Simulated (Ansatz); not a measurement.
The system is Al2O3.

```
CELL_PARAMETERS angstrom
3.01748 0.00000 0.00000
-1.50874 2.61322 0.00000
0.00000 0.00000 7.57464
ATOMIC_POSITIONS crystal
Al 0.00000 0.00000 0.72205
Al 0.00000 0.00000 0.27795
O 0.00000 0.00000 0.50000
O 0.66667 0.33333 0.80055
O 0.33333 0.66667 0.19945
```

Measurements of this composition are mostly on another form, of space group No. 167.

| Item | Value |
| --- | --- |
| Program | Ansatz 0.2.0 |
| Task | relaxation of cell and atoms |
| Functional | PBEsol |
| Potentials or basis | Ansatz PAW |
| Cutoff | 420 eV (not typed: the program's choice for these potentials) |
| k mesh | 10 × 10 × 4 |
| Occupations | fermi-dirac, width 0.05 eV |
| Spin | no spin polarisation |

At the start: volume 11.95 Å³/atom.

How do energy, volume and symmetry change on relaxing?

It ends after 16 steps and the volume is 12.33 Å³/atom (+3.2 %); space group P-3m1 (No. 164, to 0.05 Å).

The path:
| step | energy change (eV) | largest force (eV/Å) | volume (Å³) |
| --- | --- | --- | --- |
| 1 | 0.0000 | 0.1850 | 59.73 |
| 2 | -0.0145 | 0.1428 | 59.97 |
| 3 | -0.0196 | 0.0263 | 60.00 |
| 4 | -0.0200 | 0.0040 | 59.92 |
| 5 | -0.0200 | 0.0005 | 59.92 |
| 6 | -0.0219 | 0.0015 | 59.92 |
| 7 | -0.0208 | 0.0022 | 60.30 |
| 8 | -0.0194 | 0.0040 | 60.66 |
| 9 | -0.0227 | 0.0046 | 60.66 |
| 10 | -0.0211 | 0.0041 | 61.12 |
| 11 | -0.0230 | 0.0042 | 61.12 |
| 12 | -0.0225 | 0.0007 | 61.26 |
| 13 | -0.0218 | 0.0007 | 61.44 |
| 14 | -0.0231 | 0.0007 | 61.44 |
| 15 | -0.0222 | 0.0008 | 61.66 |
| 16 | -0.0232 | 0.0008 | 61.66 |

Final structure:
```
CELL_PARAMETERS angstrom
2.98850 0.00000 0.00000
-1.49425 2.58811 0.00000
0.00000 0.00000 7.97222
ATOMIC_POSITIONS crystal
Al 0.00000 0.00000 0.70963
Al 0.00000 0.00000 0.29037
O 0.00000 0.00000 0.50000
O 0.66667 0.33333 0.78417
O 0.33333 0.66667 0.21583
```

Caveat: the plane-wave basis is chosen anew once the cell has moved, so the energies of steps on either side of that aren't comparable; the pressure holds a Pulay correction of +0.6 GPa for the finite cutoff; the PAW data sets come from PBE, with cores solved anew for the run's functional, which leaves a small shift of forces and pressure.
